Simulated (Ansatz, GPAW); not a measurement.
Given: the input of a run of GPAW 26.7.0 (ASE script) on Au (Gold). 

Contents of run.py:

```python
from ase.dft.bandgap import bandgap
from ase.io import read, write
from ase.units import GPa
from gpaw import GPAW, PW

atoms = read('Au.xyz')

calc = GPAW(mode=PW(600),
            xc='PBE',
            kpts={'size': (11, 11, 11), 'gamma': True},
            occupations={'name': 'methfessel-paxton', 'order': 0, 'width': 0.012},
            nbands=14,
            convergence={'density': 1e-05, 'energy': 1e-05},
            maxiter=150,
            txt='gpaw.txt')
atoms.calc = calc
energy = atoms.get_potential_energy()
forces = atoms.get_forces()
stress = atoms.get_stress()
calc.write('gs.gpw')
write('result.traj', atoms)
print(f'Energy: {energy:.6f} eV')
print('Forces (eV/A):')
print(forces.round(4))
print('Stress (GPa):', (stress / GPa).round(3))
print('Fermi level:', round(calc.get_fermi_level(), 4), 'eV')
print(f'Gap: {bandgap(calc)[0]:.4f} eV, direct: {bandgap(calc, direct=True)[0]:.4f} eV')
```

Contents of Au.xyz:

```xyz
1
Lattice="0.0000000000 2.0350000000 2.0350000000 2.0350000000 0.0000000000 2.0350000000 2.0350000000 2.0350000000 0.0000000000" Properties=species:S:1:pos:R:3 pbc="T T T"
Au     0.0000000000      0.0000000000      0.0000000000
```

Potentials or basis: GPAW PAW data sets (gpaw-data 1.2.1), pw.

The run is started by

```bash
$ OMP_NUM_THREADS=1 python run.py
```

Q: What does the same run look like in Ansatz 0.2.0? Potentials or basis there: all-electron LAPW, scalar-relativistic.

A: As run (cutoffs and basis follow the program's own potentials, and thresholds, step limits or extra output files can differ):

File input.yaml:

```yaml
crystal:
  lattice:
    - [0.0, 2.035, 2.035]
    - [2.035, 0.0, 2.035]
    - [2.035, 2.035, 0.0]
  atoms:
    - { symbol: Au, position: [0.0, 0.0, 0.0] }
kpoints:
  mp_grid: { grid: [11, 11, 11] }
scf:
  occupations: { method: gaussian, width: 0.012 }
hamiltonian:
  xc: pbe
  pseudopotentials: { kind: all_electron, lapw: { basis_error: 0.001 } }
output:
  forces: true
  stress: true
  eigenvalues: true
```

Potentials or basis: all-electron LAPW, scalar-relativistic.

Run with:

```console
$ ansatz run input.yaml --threads 1 --pin off --max-ram 3072MiB --backend cpu --events-out ev --progress --plain --runs-dir out
```

Both were run:

|  | GPAW | Ansatz |
| --- | --- | --- |
| Pressure | 13.4 GPa | 10.8 GPa |

Where Ansatz's input types no cutoff or centring, it takes its own default and a Γ-centred mesh.

The two runs disagree by more than potentials and bases usually give (in gap, levels, pressure or energy); the cause wasn't traced.

The cell lies far from this level's equilibrium.

Pressure is positive in compression.
